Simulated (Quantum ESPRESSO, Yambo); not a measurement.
An input for Yambo 5.3.0 (SiC (P6_3mc)):

```
optics
bss
bse
em1s
dipoles
rim_cut
RandQpts= 1000000
RandGvec= 1 RL
Chimod= "HARTREE"
BSKmod= "SEX"
BSEmod= "resonant"
BSSmod= "d"
BSENGexx= 20 Ry
BSENGBlk= 4 Ry
% BSEQptR
 1 | 1 |
%
% BSEBands
 7 | 10 |
%
% BEnRange
 0 | 7 | eV
%
% BDmRange
 0.1 | 0.1 | eV
%
BEnSteps= 141
% BLongDir
 1 | 0 | 0 |
%
% BndsRnXs
 1 | 17 |
%
NGsBlkXs= 4 Ry
% LongDrXs
 1 | 1 | 1 |
%
% KfnQP_E
 0.865 | 1.0 | 1.0 |
%
WRbsWF
FFTGvecs= 33 Ry
```

```sh
OMP_NUM_THREADS=1 mpirun -n 4 yambo -F bse12.in -J bse12 -C bse12 > bse12.log
```

The stored states that it reads are on a 12×12×6 mesh. The structure is hexagonal, space group P6_3mc (No. 186). The conventional cell has a = 3.074 Å, b = 3.074 Å, c = 5.045 Å, α = 90.00°, β = 90.00°, γ = 120.00°. Nearest to Si lie 4 C at 1.88 to 1.90 Å. Nearest to C lie 4 Si at 1.88 to 1.90 Å. Farther neighbours are not listed.

**Question.** How long will it take on 4 MPI ranks of Arm Neoverse V1, shared host, and how much memory?

It took 3.6 min; on shared hardware allow 1.8 min to 7.2 min. Peak host memory was 2.1 GiB.

The kernel grows as the square of the matrix size, and full diagonalisation as its cube.

[Paths, hosts, dates, memory and timing lines, banners, echoed tables and standing remarks are left out of the program output.]

[Logs are printed without paths, hosts, clocks, repeated set-up lines and the standing remarks that a program may print on its own settings, such as how far it seeks lower states.]

[Runs of the session that timed out or met a known fault of the program may be left out.]

[Hosts, paths, dates, database ids (printed as entryN), source tags and the programs' standing remarks are cut or masked in the printed files.]
